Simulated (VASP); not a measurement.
# C (P6_3/mmc) in VASP: further runs

Aim: see how the results for C move with the level of theory and the settings. Levels: PBE, rev-vdW-DF2. Tasks: relaxation of cell and atoms.

Program: VASP 6.6.1. These are calculated values, not measurements. Logs are shortened: lines on timing, memory, paths and dates and some standing lists are left out, and cuts for length are marked.

### 1 Starting point

It takes space group P6_3/mmc (No. 194, hexagonal). The conventional cell has a = 2.467 Å, b = 2.467 Å, c = 7.803 Å, α = 90.00°, β = 90.00°, γ = 120.00°. C (site symmetry -6m2) has 3 C at 1.42 Å as nearest neighbours. Around C (site symmetry -6m2) lie 3 C at 1.42 Å.

### 2 Relaxation of cell and atoms, PBE

Contents of INCAR:

```
SYSTEM = C
PREC     = Accurate       ! precision mode
ENCUT    = 300            ! plane-wave cutoff, eV
EDIFF    = 1E-6           ! SCF threshold, eV
ISMEAR   = 0              ! smearing method
SIGMA    = 0.03           ! smearing width, eV
LREAL    = .FALSE.        ! projectors in reciprocal space
LASPH    = .TRUE.         ! aspherical terms in the spheres
NELM     = 80             ! most SCF steps
ALGO     = Normal         ! electronic algorithm
ISIF     = 3              ! what is computed and relaxed
LWAVE    = .FALSE.        ! write WAVECAR
LCHARG   = .FALSE.        ! write CHGCAR
GGA      = PE             ! functional
IBRION   = 2              ! ionic algorithm
NSW      = 90             ! ionic steps
EDIFFG   = -0.01          ! ionic threshold
```

Contents of KPOINTS:

```
Automatic mesh
0
G
  6 6 2
  0 0 0
```

Contents of POSCAR:

```
C
1.0
    2.4672912616      0.0000000000      0.0000000000
   -1.2336456308      2.1367369111      0.0000000000
    0.0000000000      0.0000000000      7.8030730000
C
4
Direct
    0.0000000000      0.0000000000      0.2500000000
    0.0000000000      0.0000000000      0.7500000000
    0.3333333300      0.6666666700      0.2500000000
    0.6666666700      0.3333333300      0.7500000000
```

Potentials or basis: VASP PAW PBE potentials, release 64 (C_s).

Run with:

```sh
> cat potpaw_PBE.64/C_s/POTCAR > POTCAR
> mpirun -np 1 vasp_std > vasp.out
```

OUTCAR:

```text
SYSTEM = C
   PREC = Accurate
   ENCUT = 300
   EDIFF = 1E-6
   ISMEAR = 0
   LREAL = .FALSE.
   LASPH = .TRUE.
   NELM = 80
   ISIF = 3
   GGA = PE
   IBRION = 2
   NSW = 90
   EDIFFG = -0.01

 ion  position               nearest neighbor table
   1  0.000  0.000  0.250-   3 1.42   3 1.42   3 1.42
   2  0.000  0.000  0.750-   4 1.42   4 1.42   4 1.42
   3  0.333  0.667  0.250-   1 1.42   1 1.42   1 1.42
   4  0.667  0.333  0.750-   2 1.42   2 1.42   2 1.42

  LATTYP: Found a hexagonal cell.
 ALAT       =     2.4672912616
 C/A-ratio  =     3.1626071561

  Lattice vectors:

 A1 = (   2.4672912616,   0.0000000000,   0.0000000000)
 A2 = (  -1.2336456308,   2.1367369111,   0.0000000000)
 A3 = (   0.0000000000,   0.0000000000,   7.8030730000)

Analysis of symmetry for initial positions (statically):
=====================================================================
 Subroutine PRICEL returns:
 Original cell was already a primitive cell.

 Routine SETGRP: Setting up the symmetry group for a
 hexagonal supercell.

 Subroutine GETGRP returns: Found 24 space group operations
 (whereof 12 operations were pure point group operations)
 out of a pool of 24 trial point group operations.

The static configuration has the point symmetry D_3d.
 The point group associated with its full space group is D_6h.

Analysis of symmetry for dynamics (positions and initial velocities):
=====================================================================
 Subroutine PRICEL returns:
 Original cell was already a primitive cell.

 Routine SETGRP: Setting up the symmetry group for a
 hexagonal supercell.

 Subroutine GETGRP returns: Found 24 space group operations
 (whereof 12 operations were pure point group operations)
 out of a pool of 24 trial point group operations.

The dynamic configuration has the point symmetry D_3d.
 The point group associated with its full space group is D_6h.

 Subroutine INISYM returns: Found 24 space group operations
 (whereof 12 operations are pure point group operations),
 and found     1 'primitive' translations

----------------------------------------------------------------------------------------

                                     Primitive cell

  volume of cell :      41.1374

  direct lattice vectors                    reciprocal lattice vectors
     2.467291262  0.000000000  0.000000000     0.405302777  0.234001667  0.000000000
    -1.233645631  2.136736911  0.000000000     0.000000000  0.468003335  0.000000000
     0.000000000  0.000000000  7.803073000     0.000000000  0.000000000  0.128154639

  length of vectors
     2.467291262  2.467291262  7.803073000     0.468003335  0.468003335  0.128154639

  position of ions in fractional coordinates (direct lattice)
     0.000000000  0.000000000  0.250000000
     0.000000000  0.000000000  0.750000000
     0.333333330  0.666666670  0.250000000
     0.666666670  0.333333330  0.750000000

  ion indices of the primitive-cell ions
   primitive index   ion index
                 1           1
                 2           2
                 3           3
                 4           4

----------------------------------------------------------------------------------------

 KPOINTS: Automatic mesh

Automatic generation of k-mesh.
 Grid dimensions read from file:
 generate k-points for:    6    6    2

 Generating k-lattice:

  Cartesian coordinates                     Fractional coordinates (reciprocal lattice)
     0.067550463  0.039000278  0.000000000     0.166666667  0.000000000  0.000000000
     0.000000000  0.078000556  0.000000000     0.000000000  0.166666667  0.000000000
     0.000000000  0.000000000  0.064077319     0.000000000  0.000000000  0.500000000

  Length of vectors
     0.078000556  0.078000556  0.064077319

  Shift w.r.t. Gamma in fractional coordinates (k-lattice)
     0.000000000  0.000000000  0.000000000

 Subroutine IBZKPT returns following result:
 ===========================================

 Found     14 irreducible k-points:

 Following reciprocal coordinates:
            Coordinates               Weight
  0.000000  0.000000  0.000000      1.000000
  0.166667  0.000000  0.000000      6.000000
  0.333333  0.000000  0.000000      6.000000
  0.500000  0.000000  0.000000      3.000000
  0.166667  0.166667  0.000000      6.000000
  0.333333  0.166667  0.000000     12.000000
  0.333333  0.333333  0.000000      2.000000
  0.000000  0.000000  0.500000      1.000000
  0.166667  0.000000  0.500000      6.000000
  0.333333  0.000000  0.500000      6.000000
  0.500000  0.000000  0.500000      3.000000
  0.166667  0.166667  0.500000      6.000000
  0.333333  0.166667  0.500000     12.000000
  0.333333  0.333333  0.500000      2.000000
   k-points           NKPTS =     14   k-points in BZ     NKDIM =     14   number of bands    NBANDS=     12
   number of dos      NEDOS =    301   number of ions     NIONS =      4
   total plane-waves  NPLWV =   9408
   dimension x,y,z NGX =    14 NGY =   14 NGZ =   48
   dimension x,y,z NGXF=    28 NGYF=   28 NGZF=   96
   ions per type =               4
   NGX,Y,Z   is equivalent  to a cutoff of   9.43,  9.43, 10.23 a.u.
   NGXF,Y,Z  is equivalent  to a cutoff of  18.87, 18.87, 20.45 a.u.
 SYSTEM =  C
   PREC   = accura    normal or accurate (medium, high low for compatibility)
   ISTART =      0    job   : 0-new  1-cont  2-samecut
   ICHARG =      2    charge: 1-file 2-atom 10-const
   ISPIN  =      1    spin polarized calculation?
   LNONCOLLINEAR =      F non collinear calculations
   LSORBIT =      F    spin-orbit coupling
   LASPH  =      T    aspherical Exc in radial PAW
   ENCUT  =  300.0 eV  22.05 Ry    4.70 a.u.   3.48  3.48 11.02*2*pi/ulx,y,z
   NELM   =     80;   NELMIN=  2; NELMDL= -5     # of ELM steps
   EDIFF  = 0.1E-05   stopping-criterion for ELM
   LREAL  =      F    real-space projection
   EDIFFG = -.1E-01   stopping-criterion for IOM
   NSW    =     90    number of steps for IOM
   IBRION =      2    ionic relax: 0-MD 1-quasi-New 2-CG
   NFREE  =      1    steps in history (QN), initial steepest desc. (CG)
   ISIF   =      3    stress and relaxation
   ISYM   =      2    0-nonsym 1-usesym 2-fastsym
   POTIM  = 0.5000    time-step for ionic-motion
   TEBEG  =    0.0;   TEEND  =   0.0 temperature during run
   PSTRESS=    0.0 pullay stress
   NELECT =      16.0000    total number of electrons
   NUPDOWN=      -1.0000    fix difference up-down
   EMIN   =  10.00;   EMAX   =-10.00  energy-range for DOS
   EFERMI =   0.00;   METHOD = LEGACY
   ISMEAR =     0;   SIGMA  =   0.03  broadening in eV -4-tet -1-fermi 0-gaus
   EFERMI_NEDOS =   21; number of points for ismear=-14 and -15
   IALGO  =     38    algorithm
   IMIX   =      4    mixing-type and parameters
     AMIX     =   0.40;   BMIX     =  1.00
     AMIX_MAG =   1.60;   BMIX_MAG =  1.00
  volume/ion in A,a.u.               =      10.28        69.40
  Fermi-wavevector in a.u.,A,eV,Ry     =   1.195003  2.258229 19.429568  1.428033
  Thomas-Fermi vector in A             =   2.330979
   LORBIT       =      0    0 simple, 1 ext, 2 COOP (PROOUT), +10 PAW based schemes
   GGA     = PE    functional components
   LHFCALC =     F    Hartree Fock is set to
   AEXX    =    0.0000 exact exchange contribution
   IVDW    =     0    specifies the selected vdW correction
   LEPSILON=     F    determine dielectric tensor
   LRPA    =     F    only Hartree local field effects (RPA)
 conjugate gradient relaxation of ions
 non-spin polarized calculation
 Gauss-broadening in eV      SIGMA  =   0.03
  energy-cutoff  :      300.00
  volume of cell :       41.14
 maximum number of plane-waves:       515
 NGX is ok and might be reduce to    14
   NGX =  7   NGY =  7   NGZ = 23

--------------------------------------- Ionic step        1  -------------------------------------------

 number of electron      16.0000004 magnetization

 Free energy of the ion-electron system (eV)
  ---------------------------------------------------
  ext. energy  EPLUGINS =         0.00000000
  ---------------------------------------------------
  free energy    TOTEN  =       -36.70594210 eV

  energy without entropy =      -36.70312842  energy(sigma->0) =      -36.70453526

------------------------ aborting loop because EDIFF is reached ----------------------------------------

  FORCE on cell =-STRESS in cart. coord.  units (eV):
  Direction    XX          YY          ZZ          XY          YZ          ZX
  --------------------------------------------------------------------------------------
  -------------------------------------------------------------------------------------
  Total        0.4062171      0.4062171     -0.3297299      0.0000000     -0.0000000     -0.0000000
  in kB       15.8209169     15.8209169    -12.8419751      0.0000000     -0.0000000     -0.0000000
  external PRESSURE =       6.2666196 kB  Pullay stress =       0.0000000 kB

 VOLUME and BASIS-vectors are now :
 -----------------------------------------------------------------------------
  energy-cutoff  :      300.00
  volume of cell :       41.14
      direct lattice vectors                 reciprocal lattice vectors
     2.467291262  0.000000000  0.000000000     0.405302777  0.234001667  0.000000000
    -1.233645631  2.136736911  0.000000000     0.000000000  0.468003335  0.000000000
     0.000000000  0.000000000  7.803073000     0.000000000  0.000000000  0.128154639
[... 191 lines left out ...]
 POSITION                                       TOTAL-FORCE (eV/Angst)
 -----------------------------------------------------------------------------------
     -1.23550      2.13994      1.86066        -0.000000     -0.000000      0.000000
      0.00000      0.00000      5.58197         0.000000      0.000000     -0.000000
     -0.00000      1.42663      1.86066        -0.000000      0.000000      0.000000
      1.23550      0.71331      5.58197         0.000000     -0.000000     -0.000000
 -----------------------------------------------------------------------------------
    total drift:                               -0.000000      0.000000      0.000000

  FREE ENERGIE OF THE ION-ELECTRON SYSTEM (eV)
  ---------------------------------------------------
  free  energy   TOTEN  =       -36.7151132193 eV

  energy  without entropy=      -36.7123331534  energy(sigma->0) =      -36.71372319

--------------------------------------- Ionic step        7  -------------------------------------------

 number of electron      16.0000003 magnetization

 Free energy of the ion-electron system (eV)
  ---------------------------------------------------
  ext. energy  EPLUGINS =         0.00000000
  ---------------------------------------------------
  free energy    TOTEN  =       -36.71527398 eV

  energy without entropy =      -36.71250378  energy(sigma->0) =      -36.71388888

 E-fermi :   4.6991     XC(G=0):  -9.6385

 val. band max:        4.6984441742   @ k =   0.3333   0.3333   0.5000
 cond. band min:       4.7043340800   @ k =   0.3333   0.3333   0.5000
 fundamental gap:      0.0058899058
 Fermi energy:         4.6990778699

 k-point     1 :       0.0000    0.0000    0.0000
  band No.  band energies     occupation
      1     -14.8386      2.00000
      2     -14.7023      2.00000
      3      -3.4327      2.00000
      4      -2.2570      2.00000
      5       1.6674      2.00000
      6       1.6674      2.00000
      7       1.6739      2.00000
      8       1.6739      2.00000
      9       8.3693      0.00000
     10      12.9748      0.00000
     11      12.9752      0.00000
     12      12.9968      0.00000

 k-point     2 :       0.1667    0.0000    0.0000
  band No.  band energies     occupation
      1     -14.1842      2.00000
      2     -14.0534      2.00000
      3      -2.6419      2.00000
      4      -1.5024      2.00000
      5      -0.6336      2.00000
      6      -0.6074      2.00000
      7       0.5328      2.00000
      8       0.5468      2.00000
      9       9.1953      0.00000
     10      12.9581      0.00000
     11      13.0518      0.00000
     12      13.8115      0.00000
[... 200 lines left out ...]
 POSITION                                       TOTAL-FORCE (eV/Angst)
 -----------------------------------------------------------------------------------
      0.00000     -0.00000      1.84662         0.000000     -0.000000      0.000000
      0.00000      0.00000      5.53986         0.000000      0.000000      0.000000
     -0.00000      1.42654      1.84662         0.000000     -0.000000      0.000000
      1.23542      0.71327      5.53986        -0.000000      0.000000     -0.000000
 -----------------------------------------------------------------------------------
    total drift:                               -0.000000      0.000000      0.000000

  FREE ENERGIE OF THE ION-ELECTRON SYSTEM (eV)
  ---------------------------------------------------
  free  energy   TOTEN  =       -36.7152739844 eV

  energy  without entropy=      -36.7125037819  energy(sigma->0) =      -36.71388888

 reached required accuracy - stopping structural energy minimisation
```

Run time: 19 s. Hardware: 1 thread of Intel Xeon Platinum 8559C (Emerald Rapids), shared host; peak memory 0.11 GiB.

The run converged, but some of its settings lie outside the range that counts as converged, so its numbers aren't taken as properties of the crystal.

Results:

```yaml
Free_energy: -36.7153 eV
Relaxed_volume: 9.76 Å³/atom
Relaxed_cell: a = 2.471 Å, b = 2.471 Å, c = 7.386 Å, α = 90.00°, β = 90.00°, γ = 120.00°
Space_group_after_relaxing_to_0.05_Å: P6_3/mmc (No. 194)
Energy_gained_by_relaxing: 2.3 meV/atom
Ionic_steps: 7
Band_gap_on_the_k_mesh: none (metal or under the smearing width)
```

Caveat: the k mesh is coarse (spacing up to 0.49 Å⁻¹), so the values aren't converged; the cutoff is under 1.25 times the usual one of these potentials, so pressure, stress and relaxed cells hold a basis-set (Pulay) error; this functional lacks dispersion, which binds the layers, so the pressure and a relaxed spacing across them are unreliable.

### 3 Relaxation of cell and atoms, PBE

This run uses another cell than the first one, of 9.76 Å³/atom, 0.949 times its volume.

Edit INCAR of step 2 so:

```diff
@@ -3,3 +3,3 @@
 ENCUT    = 300            ! plane-wave cutoff, eV
-EDIFF    = 1E-6           ! SCF threshold, eV
+EDIFF    = 1E-7           ! SCF threshold, eV
 ISMEAR   = 0              ! smearing method
@@ -16,2 +16,2 @@
 NSW      = 90             ! ionic steps
-EDIFFG   = -0.01          ! ionic threshold
+EDIFFG   = -0.005         ! ionic threshold
```

KPOINTS is that of step 2.

Contents of POSCAR:

```
C                                       
1.0
    2.4708337121     -0.0000000000     -0.0000000000
   -1.2354168561      2.1398047632      0.0000000000
   -0.0000000000     -0.0000000000      7.3864800740
  C             
     4
Direct
     0.0000000000000000    0.0000000000000000    0.2500000000000000
     0.0000000000000000    0.0000000000000000    0.7500000000000000
     0.3333333300000021    0.6666666699999979    0.2500000000000000
     0.6666666699999979    0.3333333300000021    0.7500000000000000
```

Potentials or basis: VASP PAW PBE potentials, release 64 (C_s).

Run with:

```sh
> cat potpaw_PBE.64/C_s/POTCAR > POTCAR
> mpirun -np 1 vasp_std > vasp.out
```

It took 26 s on 1 thread of Intel Xeon Platinum 8559C (Emerald Rapids), shared host; peak memory 0.11 GiB.

These settings aren't checked as converged: the numbers below hold their error.

Results:

| Quantity | Value |
| --- | --- |
| Free energy | -36.7047 eV |
| Relaxed volume | 9.54 Å³/atom |
| Relaxed cell | a = 2.471 Å, b = 2.471 Å, c = 7.218 Å, α = 90.00°, β = 90.00°, γ = 120.00° |
| Space group after relaxing (to 0.05 Å) | P6_3/mmc (No. 194) |
| Energy gained by relaxing | 0.5 meV/atom |
| Ionic steps | 14 |
| Band gap on the k mesh | none (metal or under the smearing width) |

Caveat: the k mesh is coarse (spacing up to 0.49 Å⁻¹), so the values aren't converged; the cutoff is under 1.25 times the usual one of these potentials, so pressure, stress and relaxed cells hold a basis-set (Pulay) error; this functional lacks dispersion, which binds the layers, so the pressure and a relaxed spacing across them are unreliable.

### 4 Relaxation of cell and atoms, rev-vdW-DF2

Contents of INCAR:

```
PREC = Accurate
ENCUT = 600
EDIFF = 1E-6
ISMEAR = 0
SIGMA = 0.03
LREAL = F
LASPH = T
NELM = 80
ALGO = Normal
ISIF = 3
LWAVE = F
LCHARG = F
GGA = MK
LUSE_VDW = T
AGGAC = 0.0
PARAM1 = 0.1234
PARAM2 = 0.711357
ZAB_VDW = -1.8867
IBRION = 2
NSW = 90
EDIFFG = -0.01
```

Contents of KPOINTS:

```
regular mesh
0
Gamma
  12 12 4
```

Contents of POSCAR:

```
C
1.0
    2.4672912616      0.0000000000      0.0000000000
   -1.2336456308      2.1367369111      0.0000000000
    0.0000000000      0.0000000000      7.8030730000
C
4
Direct
    0.0000000000      0.0000000000      0.2500000000
    0.0000000000      0.0000000000      0.7500000000
    0.3333333300      0.6666666700      0.2500000000
    0.6666666700      0.3333333300      0.7500000000
```

Potentials or basis: VASP PAW PBE potentials, release 64 (C).

Run with:

```sh
> cat potpaw_PBE.64/C/POTCAR > POTCAR
> mpirun -np 1 vasp_std > vasp.out
```

Run time: 5.1 min. Hardware: 1 thread of Intel Xeon 6975P-C (Granite Rapids), shared host; peak memory 0.35 GiB.

It converged, with:

```yaml
Free_energy: -33.1737 eV
Relaxed_volume: 8.61 Å³/atom
Relaxed_cell: a = 2.464 Å, b = 2.464 Å, c = 6.551 Å, α = 90.00°, β = 90.00°, γ = 120.00°
Space_group_after_relaxing_to_0.05_Å: P6_3/mmc (No. 194)
Energy_gained_by_relaxing: 20.3 meV/atom
Ionic_steps: 15
Pressure_after_relaxing: 0.1 GPa
Band_gap_on_the_k_mesh: none (metal or under the smearing width)
```

Step by step:
```tsv
step	energy change (eV)	largest force (eV/Å)	pressure (GPa)	volume (Å³)
1	0.0000	0.0000	-1.43	41.14
2	-0.0046	0.0000	0.41	40.59
3	-0.0057	0.0000	1.82	40.20
4	-0.0070	0.0000	1.82	40.12
5	-0.0108	0.0000	1.84	39.89
6	-0.0185	0.0000	1.88	39.42
7	-0.0337	0.0000	2.05	38.48
8	-0.0608	0.0000	2.44	36.61
9	-0.0672	0.0000	4.25	32.87
10	-0.0761	0.0000	3.04	34.86
11	-0.0772	0.0000	3.35	34.19
12	-0.0751	0.0000	-3.87	34.75
13	-0.0813	0.0000	0.08	34.44
14	-0.0813	0.0000	0.14	34.43
15	-0.0813	0.0000	0.11	34.45
```

Final structure:
```yaml
crystal:
  lattice:
    - [2.46414, 0.00000, 0.00000]
    - [-1.23207, 2.13401, 0.00000]
    - [0.00000, 0.00000, 6.55066]
  atoms:
    - { symbol: C, position: [0.00000, 0.00000, 0.25000] }
    - { symbol: C, position: [0.00000, 0.00000, 0.75000] }
    - { symbol: C, position: [0.33333, 0.66667, 0.25000] }
    - { symbol: C, position: [0.66667, 0.33333, 0.75000] }
```

Levels at points of the mesh, in eV from the Fermi level:
```
           k point  band 4  band 5  band 6  band 7  band 8  band 9  band 10  band 11  band 12
(0.00, 0.00, 0.00)   -6.37   -3.04   -3.04   -3.02   -3.02    4.22     8.37     8.37     8.43
(0.50, 0.00, 0.00)  -13.10   -6.42   -6.35   -2.84   -2.04    1.52     2.27     7.26     7.75
(0.00, 0.00, 0.50)   -7.64   -3.03   -3.03   -3.03   -3.03    7.09     7.09     8.40     8.40
(0.50, 0.00, 0.50)  -13.16   -6.39   -6.39   -2.35   -2.35    1.63     1.63     7.50     7.50
```

Caveat: the volume moved by over 15 % at a fixed basis, so the end points are rough; the PAW data sets were made with another functional, which shifts forces and pressure a little.
